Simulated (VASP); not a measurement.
# MoS2 in VASP: single point with LDA

Aim: the single point of MoS2 with LDA.

All numbers are computed with VASP 6.6.1; they aren't measurements. Logs are shortened: lines on timing, memory, paths and dates and some standing lists are left out, and cuts for length are marked.

## 1. The structure

The cell holds a sheet with vacuum, 3 atoms: a = 3.160 Å, b = 3.160 Å, c = 21.130 Å, α = 90.00°, β = 90.00°, γ = 120.00°.

The cell was built by a generator and needn't be a form met in nature.

## 2. Single point, LDA, non-collinear spin, zero start, spin-orbit coupling

Input file INCAR:

```
PREC = Accurate
ENCUT = 520
EDIFF = 1E-6
ISMEAR = -1
SIGMA = 0.05
LREAL = False
LASPH = True
NELM = 60
ALGO = Fast
ISIF = 2
LWAVE = False
LCHARG = False
MAGMOM = 0 0 0 0 0 0 0 0 0
LORBIT = 11
LSORBIT = True
GGA_COMPAT = False
LMAXMIX = 4
NBANDS = 39
```

Input file KPOINTS:

```
regular mesh
0
Gamma
  6 6 1
```

Input file POSCAR:

```
MoS2
1.0
    3.1600000000      0.0000000000      0.0000000000
   -1.5800000000      2.7366400000      0.0000000000
    0.0000000000      0.0000000000     21.1300000000
S Mo
2 1
Direct
    0.6666670000      0.3333330000      0.4259350000
    0.6666670000      0.3333330000      0.5740650000
    0.3333330000      0.6666670000      0.5000000000
```

Potentials or basis: VASP PAW LDA potentials, release 64 (S, Mo_sv).

On the command line:

```bash
> cat potpaw_LDA.64/S/POTCAR potpaw_LDA.64/Mo_sv/POTCAR > POTCAR
> mpirun -np 1 vasp_ncl > vasp.out
```

OUTCAR:

```text
PREC = Accurate
   ENCUT = 520
   EDIFF = 1E-6
   ISMEAR = -1
   LREAL = False
   LASPH = True
   NELM = 60
   ISIF = 2
   LORBIT = 11
   LSORBIT = True

 ion  position               nearest neighbor table
   1  0.667  0.333  0.426-   3 2.40   3 2.40   3 2.40
   2  0.667  0.333  0.574-   3 2.40   3 2.40   3 2.40
   3  0.333  0.667  0.500-   1 2.40   2 2.40   1 2.40   2 2.40   1 2.40   2 2.40

  LATTYP: Found a hexagonal cell.
 ALAT       =     3.1600000000
 C/A-ratio  =     6.6867088608

  Lattice vectors:

 A1 = (   3.1600000000,   0.0000000000,   0.0000000000)
 A2 = (  -1.5800000000,   2.7366400000,   0.0000000000)
 A3 = (   0.0000000000,   0.0000000000,  21.1300000000)

Analysis of symmetry for initial positions (statically):
=====================================================================
 Subroutine PRICEL returns:
 Original cell was already a primitive cell.

 Routine SETGRP: Setting up the symmetry group for a
 hexagonal supercell.

 Subroutine GETGRP returns: Found 12 space group operations
 (whereof 12 operations were pure point group operations)
 out of a pool of 24 trial point group operations.

The static configuration has the point symmetry D_3h.

Analysis of symmetry for dynamics (positions and initial velocities):
=====================================================================
 Subroutine PRICEL returns:
 Original cell was already a primitive cell.

 Routine SETGRP: Setting up the symmetry group for a
 hexagonal supercell.

 Subroutine GETGRP returns: Found 12 space group operations
 (whereof 12 operations were pure point group operations)
 out of a pool of 24 trial point group operations.

The dynamic configuration has the point symmetry D_3h.

Analysis of structural, dynamic, and magnetic symmetry:
=====================================================================
 Subroutine PRICEL returns:
 Original cell was already a primitive cell.

 Routine SETGRP: Setting up the symmetry group for a
 hexagonal supercell.

 Subroutine GETGRP returns: Found 12 space group operations
 (whereof 12 operations were pure point group operations)
 out of a pool of 24 trial point group operations.

The overall configuration has the point symmetry D_3h.

 Subroutine INISYM returns: Found 12 space group operations
 (whereof 12 operations are pure point group operations),
 and found     1 'primitive' translations

----------------------------------------------------------------------------------------

                                     Primitive cell

  volume of cell :     182.7276

  direct lattice vectors                    reciprocal lattice vectors
     3.160000000  0.000000000  0.000000000     0.316455696  0.182705800  0.000000000
    -1.580000000  2.736640000  0.000000000     0.000000000  0.365411600  0.000000000
     0.000000000  0.000000000 21.130000000     0.000000000  0.000000000  0.047326077

  length of vectors
     3.160000000  3.159999761 21.130000000     0.365411572  0.365411600  0.047326077

  position of ions in fractional coordinates (direct lattice)
     0.666667000  0.333333000  0.425935000
     0.666667000  0.333333000  0.574065000
     0.333333000  0.666667000  0.500000000

  ion indices of the primitive-cell ions
   primitive index   ion index
                 1           1
                 2           2
                 3           3

----------------------------------------------------------------------------------------

 KPOINTS: regular mesh

Automatic generation of k-mesh.
 Grid dimensions read from file:
 generate k-points for:    6    6    1

 Generating k-lattice:

  Cartesian coordinates                     Fractional coordinates (reciprocal lattice)
     0.052742616  0.030450967  0.000000000     0.166666667 -0.000000000  0.000000000
[... 58 lines left out ...]
   EFERMI =   0.00;   METHOD = LEGACY
   ISMEAR =    -1;   SIGMA  =   0.05  broadening in eV -4-tet -1-fermi 0-gaus
   EFERMI_NEDOS =   21; number of points for ismear=-14 and -15
   IALGO  =     68    algorithm
   IMIX   =      4    mixing-type and parameters
     AMIX     =   0.40;   BMIX     =  1.00
     AMIX_MAG =   1.60;   BMIX_MAG =  1.00
  volume/ion in A,a.u.               =      60.91       411.04
  Fermi-wavevector in a.u.,A,eV,Ry     =   0.854669  1.615090  9.938495  0.730459
  Thomas-Fermi vector in A             =   1.971300
   LORBIT       =     11    0 simple, 1 ext, 2 COOP (PROOUT), +10 PAW based schemes
   GGA     = CA    functional components
   LHFCALC =     F    Hartree Fock is set to
   AEXX    =    0.0000 exact exchange contribution
   IVDW    =     0    specifies the selected vdW correction
   LEPSILON=     F    determine dielectric tensor
   LRPA    =     F    only Hartree local field effects (RPA)
 RMM-DIIS sequential band-by-band and
  energy-cutoff  :      520.00
  volume of cell :      182.73
 maximum number of plane-waves:      9880
   NGX = 11   NGY = 11   NGZ = 79

 number of electron      26.0000000 magnetization      -0.0000000     -0.0000000      0.0000000

 number of electron      26.0000000 magnetization       0.0000000     -0.0000000      0.0000000

 number of electron      26.0000000 magnetization       0.0000000      0.0000000      0.0000000

 Free energy of the ion-electron system (eV)
  ---------------------------------------------------
  ext. energy  EPLUGINS =         0.00000000
  ---------------------------------------------------
  free energy    TOTEN  =       -24.44147431 eV

  energy without entropy =      -24.44147430  energy(sigma->0) =      -24.44147430

 E-fermi :  -1.5037     XC(G=0):  -3.7411

 val. band max:       -2.3265564325   @ k =   0.3333   0.3333   0.0000
 cond. band min:      -0.6473184398   @ k =   0.3333   0.3333   0.0000
 fundamental gap:      1.6792379927
 Fermi energy:        -1.5036511961

 k-point     1 :       0.0000    0.0000    0.0000
  band No.  band energies     occupation
      1     -62.8608      1.00000
      2     -62.8608      1.00000
      3     -38.7145      1.00000
      4     -38.7145      1.00000
      5     -36.3374      1.00000
      6     -36.3374      1.00000
[... 399 lines left out ...]
     37       5.1425      0.00000
     38       5.1450      0.00000
 [bands above 38 left out]

------------------------ aborting loop because EDIFF is reached ----------------------------------------

  FORCE on cell =-STRESS in cart. coord.  units (eV):
  Direction    XX          YY          ZZ          XY          YZ          ZX
  --------------------------------------------------------------------------------------
  -------------------------------------------------------------------------------------
  Total       -1.6689323     -1.6689319     -1.5160154      0.0000000     -0.0000000      0.0000000
  in kB      -14.6333931    -14.6333902    -13.2926000      0.0000000     -0.0000000      0.0000000
  external PRESSURE =     -14.1864611 kB  Pullay stress =       0.0000000 kB

 VOLUME and BASIS-vectors are now :
 -----------------------------------------------------------------------------
  energy-cutoff  :      520.00
  volume of cell :      182.73
      direct lattice vectors                 reciprocal lattice vectors
     3.160000000  0.000000000  0.000000000     0.316455696  0.182705800  0.000000000
    -1.580000000  2.736640000  0.000000000     0.000000000  0.365411600  0.000000000
     0.000000000  0.000000000 21.130000000     0.000000000  0.000000000  0.047326077

 POSITION                                       TOTAL-FORCE (eV/Angst)
 -----------------------------------------------------------------------------------
      1.58000      0.91221      9.00001         0.000000     -0.000000      0.476193
      1.58000      0.91221     12.12999         0.000000      0.000000     -0.476193
     -0.00000      1.82443     10.56500         0.000000     -0.000000      0.000000
 -----------------------------------------------------------------------------------
    total drift:                                0.001271     -0.000737     -0.000000

  FREE ENERGIE OF THE ION-ELECTRON SYSTEM (eV)
  ---------------------------------------------------
  free  energy   TOTEN  =       -24.4414743063 eV

  energy  without entropy=      -24.4414742982  energy(sigma->0) =      -24.44147430

 Spin-Orbit-Coupling matrix elements

 Ion:    1  E_soc:     -0.0023669
 l=   1
     0.0000000    -0.0003804    -0.0004227
    -0.0003804     0.0000000    -0.0003804
    -0.0004227    -0.0003804     0.0000000
 l=   2
     0.0000000     0.0000000     0.0000000     0.0000000     0.0000000
     0.0000000     0.0000000     0.0000000     0.0000000     0.0000000
     0.0000000     0.0000000     0.0000000     0.0000000     0.0000000
     0.0000000     0.0000000     0.0000000     0.0000000     0.0000000
     0.0000000     0.0000000     0.0000000     0.0000000     0.0000000
 l=   3
     0.0000000     0.0000000     0.0000000     0.0000000     0.0000000     0.0000000     0.0000000
     0.0000000     0.0000000     0.0000000     0.0000000     0.0000000     0.0000000     0.0000000
     0.0000000     0.0000000     0.0000000     0.0000000     0.0000000     0.0000000     0.0000000
     0.0000000     0.0000000     0.0000000     0.0000000     0.0000000     0.0000000     0.0000000
[... 29 lines left out ...]
 l=   2
     0.0000000    -0.0005009     0.0000000    -0.0005009    -0.0022277
    -0.0005009     0.0000000    -0.0016187    -0.0004273    -0.0005009
     0.0000000    -0.0016187     0.0000000    -0.0016187     0.0000000
    -0.0005009    -0.0004273    -0.0016187     0.0000000    -0.0005009
    -0.0022277    -0.0005009     0.0000000    -0.0005009     0.0000000
 l=   3
     0.0000000     0.0000000     0.0000000     0.0000000     0.0000000     0.0000000     0.0000000
     0.0000000     0.0000000     0.0000000     0.0000000     0.0000000     0.0000000     0.0000000
     0.0000000     0.0000000     0.0000000     0.0000000     0.0000000     0.0000000     0.0000000
     0.0000000     0.0000000     0.0000000     0.0000000     0.0000000     0.0000000     0.0000000
     0.0000000     0.0000000     0.0000000     0.0000000     0.0000000     0.0000000     0.0000000
     0.0000000     0.0000000     0.0000000     0.0000000     0.0000000     0.0000000     0.0000000
     0.0000000     0.0000000     0.0000000     0.0000000     0.0000000     0.0000000     0.0000000

 total charge

# of ion       s       p       d       tot
------------------------------------------
    1        1.361   2.331   0.000   3.692
    2        1.361   2.331   0.000   3.692
    3        2.296   6.225   3.976  12.497
--------------------------------------------------
tot          5.018  10.887   3.976  19.881

 magnetization (x)

# of ion       s       p       d       tot
------------------------------------------
    1        0.000   0.000   0.000   0.000
    2        0.000   0.000   0.000   0.000
    3        0.000   0.000   0.000   0.000
--------------------------------------------------
tot          0.000   0.000   0.000   0.000

 magnetization (y)

# of ion       s       p       d       tot
------------------------------------------
    1       -0.000   0.000   0.000   0.000
    2       -0.000   0.000   0.000  -0.000
    3       -0.000   0.000  -0.000  -0.000
--------------------------------------------------
tot         -0.000   0.000  -0.000   0.000

 magnetization (z)

# of ion       s       p       d       tot
------------------------------------------
    1       -0.000   0.000   0.000   0.000
    2        0.000   0.000   0.000   0.000
    3        0.000   0.000  -0.000  -0.000
--------------------------------------------------
tot         -0.000   0.000  -0.000  -0.000
```

Wall time 3.4 min (1 thread of Intel Xeon Platinum 8488C (Sapphire Rapids), shared host); peak memory 0.53 GiB.

Results:

- Free energy: -24.4415 eV
- Largest force: 0.476 eV/Å
- Net moment: 0.00 μB per cell
- Valence electrons inside the program's atomic spheres: S 3.69; Mo 12.50

Forces on the atoms (eV/Å):
```
S    0.000  0.000  0.476
S    0.000  0.000 -0.476
Mo   0.000  0.000  0.000
```

Moments on the atoms (μB; x, y, z):
```
S   0.00 0.00 0.00
S   0.00 0.00 0.00
Mo  0.00 0.00 0.00
```

Caveat: the k mesh is coarse (spacing up to 0.38 Å⁻¹), so the values aren't converged.
